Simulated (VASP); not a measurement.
A run of VASP 6.6.1 is set up as follows.

INCAR

```
SYSTEM = CaO
ALGO = Normal
BPARAM = 11.95
CPARAM = 0.0093
EDIFF = 1E-6
ENCUT = 520
ISIF = 2
ISMEAR = 0
IVDW_NL = 2
KPAR = 4
LASPH = .True.
LCHARG = .False.
LMIXTAU = .True.
LREAL = .False.
LUSE_VDW = .True.
LWAVE = .False.
METAGGA = R2SCAN
NELM = 100
PREC = Accurate
SIGMA = 0.02
```

Contents of KPOINTS:

```
k-points
0
Gamma
  10 10 10
  0 0 0
```

File POSCAR:

```
CaO                                     
1.0
   -0.0000000000      2.3966028047      2.3966028047
    2.3966028047      0.0000000000      2.3966028047
    2.3966028047      2.3966028047      0.0000000000
  Ca              O             
     1     1
Direct
     0.0000000000000000    0.0000000000000000    0.0000000000000000
     0.5000000000000000    0.5000000000000000    0.5000000000000000
```

The input KPOINTS_OPT:

```
path GXWKGLUWLK,UX
15
line-mode
reciprocal
 0.0000000000  0.0000000000  0.0000000000  G
 0.5000000000  0.0000000000  0.5000000000  X

 0.5000000000  0.0000000000  0.5000000000  X
 0.5000000000  0.2500000000  0.7500000000  W

 0.5000000000  0.2500000000  0.7500000000  W
 0.3750000000  0.3750000000  0.7500000000  K

 0.3750000000  0.3750000000  0.7500000000  K
 0.0000000000  0.0000000000  0.0000000000  G

 0.0000000000  0.0000000000  0.0000000000  G
 0.5000000000  0.5000000000  0.5000000000  L

 0.5000000000  0.5000000000  0.5000000000  L
 0.6250000000  0.2500000000  0.6250000000  U

 0.6250000000  0.2500000000  0.6250000000  U
 0.5000000000  0.2500000000  0.7500000000  W

 0.5000000000  0.2500000000  0.7500000000  W
 0.5000000000  0.5000000000  0.5000000000  L

 0.5000000000  0.5000000000  0.5000000000  L
 0.3750000000  0.3750000000  0.7500000000  K

 0.6250000000  0.2500000000  0.6250000000  U
 0.5000000000  0.0000000000  0.5000000000  X
```

Potentials or basis: VASP PAW PBE potentials, release 64 (Ca_sv, O).

The run is started by

```sh
$ cat potpaw_PBE.64/Ca_sv/POTCAR potpaw_PBE.64/O/POTCAR > POTCAR
$ mpirun -np 4 vasp_std > vasp.out
```

Predict the pressure.

0.1 GPa.

Estimate the band gap on the k mesh.

4.15 eV, indirect (least direct gap 4.53 eV).

Estimate the band gap along the path.

4.15 eV, indirect (least direct gap 4.53 eV).

Levels at the corners of the path, in eV from the valence-band top:
```
point  band 6  band 7  band 8  band 9  band 10  band 11
    Γ    0.00    0.00    0.00    5.43     6.87     6.87
    X   -1.30   -0.37   -0.37    4.15     8.83     9.70
    X   -1.30   -0.37   -0.37    4.15     8.83     9.70
    W   -1.30   -1.05   -1.05    6.94     6.94     9.17
    W   -1.30   -1.05   -1.05    6.94     6.94     9.17
    K   -1.34   -1.20   -0.79    5.70     8.71     9.36
    K   -1.34   -1.20   -0.79    5.70     8.71     9.36
    Γ    0.00    0.00    0.00    5.43     6.87     6.87
    Γ    0.00    0.00    0.00    5.43     6.87     6.87
    L   -2.64   -1.22   -1.22    7.72     9.10     9.10
    L   -2.64   -1.22   -1.22    7.72     9.10     9.10
    U   -1.34   -1.20   -0.79    5.70     8.71     9.36
    U   -1.34   -1.20   -0.79    5.70     8.71     9.36
    W   -1.30   -1.05   -1.05    6.94     6.94     9.17
    W   -1.30   -1.05   -1.05    6.94     6.94     9.17
    L   -2.64   -1.22   -1.22    7.72     9.10     9.10
    L   -2.64   -1.22   -1.22    7.72     9.10     9.10
    K   -1.34   -1.20   -0.79    5.70     8.71     9.36
    U   -1.34   -1.20   -0.79    5.70     8.71     9.36
    X   -1.30   -0.37   -0.37    4.15     8.83     9.70
```

Caveat: the PAW data sets were made with another functional, which shifts forces and pressure a little. r2SCAN opens gaps a little over a GGA but as a rule still falls short of measured ones.
